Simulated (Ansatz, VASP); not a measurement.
## Na in VASP and in Ansatz

```
CELL_PARAMETERS angstrom
-2.05761 2.14356 2.19933
2.10814 -2.08308 2.18937
2.09200 2.11746 -2.13885
ATOMIC_POSITIONS crystal
Na 0.99870 0.99979 0.99469
```

Change from the starting cell: cell strained at random at fixed volume.

Alike in both runs: task single point; functional PBEsol; k mesh 9 × 9 × 9; occupations fermi-dirac, width 0.05 eV; no spin polarisation.

|  | VASP | Ansatz |
| --- | --- | --- |
| version | VASP 6.6.1 | Ansatz 0.2.0 |
| potentials or method | VASP PAW PBE potentials, release 64 (Na_pv) | Ansatz PAW |
| plane-wave cutoff (eV) | 520 | 420 |
| valence electrons in the cell | 7 | 9 |

VASP gave:

```
gap on the k mesh at the Fermi level (eV)       : none
pressure (GPa)                                  : -0.6
largest component of the traceless stress (GPa) : 0.20
```

Problem. Estimate Ansatz's values.

Solution. gap on the k mesh at the Fermi level (eV): none; pressure (GPa): -0.5; largest component of the traceless stress (GPa): 0.20.

A gap of «none» marks a metal or a gap that the smearing closes. With one functional, cell and mesh, what is left measures potentials, basis and numerics. The two sets of potentials don't hold the same shells in valence.

Caveats: the PAW data sets were made with another functional, which shifts forces and pressure a little (VASP); the PAW data sets come from PBE, with cores solved anew for the run's functional, which leaves a small shift of forces and pressure (Ansatz).
